The five compounds below share one structure, in which every metal atom has four chalcogen neighbours and every chalcogen atom four metal neighbours. What changes is the size of the atoms and how readily the metal gives up charge. The questions that follow separate these two influences. The energy over elements is the energy of the compound less that of its elements, so a more negative value means that more energy is released when the compound forms. The Bader charge is the electron charge lost by the metal atom when the computed density is divided between the atoms.

Zincblende compounds (space group F-43m), each relaxed with its symmetry kept, computed with Ansatz 0.2.0: plane-wave PAW, r2SCAN functional, scalar-relativistic, no spin polarisation, 500 eV cutoff, Gaussian smearing. Bulk moduli come from fits to energies at five volumes within 6% of the relaxed one.

```
formula  element on site A  Z A  element on site B  Z B  difference of Pauling electronegativities  volume per atom (Å³)  shortest distance (Å)    k mesh  smearing width  energy over elements (eV/atom)  band gap on mesh (eV)  Bader charge, site A (e)  bulk modulus (GPa)
    ZnS                 Zn   30                  S   16                                       0.93                 19.56                  2.334     8×8×8         0.02 eV                          -0.982                  2.703                      0.96                78.6
   ZnSe                 Zn   30                 Se   34                                        0.9                 22.73                  2.453     8×8×8         0.05 eV                          -0.851                  1.867                       n/a                 n/a
   CdSe                 Cd   48                 Se   34                                       0.86                 28.84                  2.656     8×8×8         0.02 eV                          -0.764                  1.039                      0.82                51.6
   CdTe                 Cd   48                 Te   52                                       0.41                 35.22                  2.839     8×8×8         0.02 eV                          -0.568                  1.168                      0.62                40.3
   HgTe                 Hg   80                 Te   52                                        0.1                 35.47                  2.845  12×12×12          0.1 eV                          -0.201                  0.000                      0.18                40.1
```

1. Which compound gains most on forming from its elements, and why?

ZnS gains most, with −0.98 eV per atom, and HgTe least, with −0.20 eV per atom. The gain shrinks in the same order as the difference of Pauling electronegativities in all five rows. The chemical reason is that the two outer s electrons of the metal move partly into the lower-lying p levels of the chalcogen. Sulfur has the deepest of these levels and tellurium the shallowest, so less energy is released as the chalcogen becomes heavier. This covers the steps from ZnS to ZnSe and from CdSe to CdTe. The other two steps change the metal: the large one to mercury is the subject of question 3, and the small one from zinc to cadmium is not explained by this argument.

2. Does the electronegativity difference also give the size of the gain?

Pauling's rule offers a direct estimate. A bond between unlike atoms is stronger than the mean of the two like bonds by about 1 eV times Δχ², where Δχ is the electronegativity difference. The metal has two valence electrons, so the rule counts two electron-pair bonds per pair of atoms, which is one per atom:

energy over elements ≈ −Δχ² × 1 eV per atom

For CdSe this gives −0.86² = −0.74 eV, close to the computed −0.76 eV. Agreement of this kind is not an independent proof, because Pauling's scale was itself built on heats of formation.

For CdTe the rule fails badly: it gives −0.17 eV where the calculation finds −0.57 eV. It falls short for HgTe too. One weakness is that it treats the elements as if they were held together by ordinary single bonds, which is doubtful for metals. A straight line in Δχ, fitted to all five rows, does better on the tellurides, but it has two adjustable constants and still misses a row left out of the fit by typically 0.12 eV.

The computed charges suggest what the rule overlooks. From CdSe to CdTe, Δχ² drops to 23% of its value, while the Bader charge drops only to 76% and the formation energy to 74%. Tellurium therefore takes more charge from cadmium than its tabulated electronegativity suggests. In the four rows that have a charge, the gain is roughly 1 eV per atom for each electron transferred, a regularity for which no derivation is offered here.

3. What happens if cadmium is replaced by mercury and the size stays the same?

CdTe and HgTe answer this almost ideally, since their volumes differ by only 0.7%. The formation energy of HgTe is nevertheless only 35% of that of CdTe, and its Bader charge only 29%. Bond length cannot be the reason. What has changed is the metal's hold on its outer electrons.

That stronger hold is a known relativistic effect. Electrons close to the heavy mercury nucleus move so fast that the s levels contract and sink, including the outermost 6s level. Mercury then gains less by passing electrons to tellurium. The elements used as the zero of energy do not explain the loss: mercury metal is more weakly bound than cadmium metal, which taken alone would favour the formation of HgTe. Relativity is included in every row, so the table agrees with this explanation but does not isolate it.

4. Does the weaker charge transfer also make HgTe softer?

It does not. The bulk modulus, which measures the resistance to uniform compression, is 40 GPa for both tellurides. Stiffness here follows bond length, and a simple argument suggests why. A bulk modulus is an energy per volume. In tetrahedral semiconductors the covalent part of the bond's energy scale is found empirically to fall roughly as d to the power −2.5, where d is the bond length, and it is spread over a bond region whose length grows as d while its width is taken as fixed. Together these give

bulk modulus ∝ d to the power −3.5

With ZnS setting the scale, CdSe follows from the two bond lengths:

78.6 GPa × (2.334 / 2.656) to the power 3.5 ≈ 50 GPa

The calculation gives 51.6 GPa, so the estimate is 3% too low. For the two tellurides it is within about 2% of the computed values. A power of 3, which corresponds to the same bonding energy per atom in every compound, does equally well for CdSe but comes out 8% too high for the tellurides. The steeper law is thus preferred, though on only three test rows, two of which have nearly the same bond length. For ZnSe, whose modulus is not in the table, the two laws suggest 66 to 68 GPa.

5. Why is the band gap of ZnSe smaller than that of ZnS?

The gap separates the highest filled level, mostly chalcogen p, from the lowest empty one, an antibonding combination of s orbitals. When the atoms move apart, their orbitals overlap less and the antibonding level comes down. Calculations on ZnS at slightly smaller and larger volumes show the effect directly: its gap shrinks on expansion. Extended to the volume of ZnSe, that slope gives a drop of about 0.7 eV, out of 0.84 eV found. On this slope most of the change is size, but the share is uncertain. The estimate reaches well beyond the 6% expansion that was computed, the slope of ZnSe itself is not known here, and that of CdSe is only about half as steep.

6. Why, then, does the gap rise from CdSe to CdTe?

The cell grows here too, and volume alone should lower the gap by roughly 0.4 to 0.6 eV. Instead it rises by 0.13 eV, so exchanging selenium for tellurium must have an opposite effect that outweighs expansion in this calculation. The greater size of the tellurium orbitals is a poor explanation, because selenium is also larger than sulfur, yet in question 5 that exchange left a further drop of about 0.14 eV beyond the volume estimate. The atomic levels are expected to matter more. The s level of selenium, poorly screened by the filled 3d shell beneath it, lies about as deep as that of sulfur, while that of tellurium lies much higher; the p levels rise only moderately at each step. Since the lowest empty level contains chalcogen s and the highest filled one chalcogen p, this narrows the gap from sulfur to selenium and widens it from selenium to tellurium. The table holds no direct test of that idea.

The rise itself should not be trusted. Spin-orbit coupling, which is left out, splits the top of the filled bands and narrows the gap by about a third of the splitting. With rough recalled splittings of 0.4 eV for CdSe and 0.9 eV for CdTe, both gaps come out near 0.9 eV, with CdTe slightly lower. What survives is that the gap hardly falls where expansion alone would have reduced it clearly.

7. Is HgTe a metal, and would a better calculation open its gap?

HgTe is a semimetal: filled and empty bands touch at a point, and there are almost no states at the Fermi level. The sunken 6s level of question 3 is again the accepted main cause. Relativity also raises the mercury 5d level, which is expected to push the p-like levels up and so works in the same direction. In HgTe the s-like level lies below the p-like levels, the reverse of the usual order. The p-like levels then hold both the last filled and the first empty states, and cubic symmetry keeps them at the same energy. The computed gap accordingly stays at zero when the volume is changed by 6% either way.

Spin-orbit coupling would rearrange these levels, but in the unstrained cubic crystal it leaves a touching point. A strain that breaks the cubic symmetry can open a gap. The zero in the table therefore holds for any method that keeps this band order and symmetry, whereas the sizes of the nonzero gaps depend strongly on the functional.

8. Which differences are large enough to rely on?

The loss of formation energy from CdTe to HgTe, 0.37 eV per atom, is well beyond the usual error of this functional, recalled as roughly up to a tenth of an eV per atom. The step from ZnSe to CdSe, 0.09 eV, is not. The bulk moduli of CdTe and HgTe are a tie, and so in practice are their volumes. The run records name the same PAW set for CdTe and HgTe, so the comparison between these two is not in doubt on that account. For CdSe no set is named, so it may not share datasets with the other rows, although it has 36 valence electrons per cell, as CdTe does; that is one more reason not to lean on small differences between CdSe and its neighbours in the table.

The gaps need the most caution. Rough measured values are 3.7 eV for ZnS and 1.6 eV for CdTe, so the computed gaps fall short by about 1 eV in the first case and 0.4 eV in the second. Part of the functional's error for CdTe is hidden, because including spin-orbit coupling would lower the computed gap by about another 0.3 eV. No single correction can be added to the whole column. The printed analysis that follows gives the estimates and misses for each row.

Numerical output:

```
Formation energy in eV per atom:
   row  computed  Pauling estimate  estimate less computed  energy per Bader charge
   ZnS    -0.982           -0.8649                  0.1171                   -1.023
  ZnSe    -0.851             -0.81                   0.041                      n/a
  CdSe    -0.764           -0.7396                  0.0244                  -0.9317
  CdTe    -0.568           -0.1681                  0.3999                  -0.9161
  HgTe    -0.201             -0.01                   0.191                   -1.117
fit of form on 5 rows: coefficient of chi_difference -0.7986 +/- 0.12, constant -0.1621 +/- 0.083; rms 0.0662, worst CdSe -0.0849, leave-one-out rms 0.116
Bulk modulus in GPa scaled from ZnS:
   row  computed  power 3.5  miss of power 3.5  power 3  miss of power 3
   ZnS      78.6       78.6                  0     78.6                0
  ZnSe       n/a      66.04                n/a    67.71              n/a
  CdSe      51.6         50             -1.599    53.34            1.739
  CdTe      40.3       39.6            -0.6999    43.67            3.375
  HgTe      40.1      39.31            -0.7914     43.4            3.299
Weakening of formation energy from ZnS to ZnSe in eV/atom: 0.131
Weakening of formation energy from ZnSe to CdSe in eV/atom: 0.087
Formation energy of CdTe in percent of CdSe: 74.35
Bader charge of CdTe in percent of CdSe: 75.61
Squared electronegativity difference of CdTe in percent of CdSe: 22.73
Formation energy of HgTe in percent of CdTe: 35.39
Bader charge of HgTe in percent of CdTe: 29.03
Volume of HgTe above CdTe in percent: 0.7098
Bulk modulus of CdTe less HgTe in GPa: 0.2
Gap change from ZnS to ZnSe in eV: -0.836
Part expected from volume alone with the ZnS slope in eV: -0.6932
Gap change from CdSe to CdTe in eV: 0.129
Change expected from volume alone with the CdSe slope in eV: -0.4463
Change expected from volume alone with the CdTe slope in eV: -0.6411
CdSe gap after a rough spin-orbit correction in eV: 0.9057
CdTe gap after a rough spin-orbit correction in eV: 0.868
```
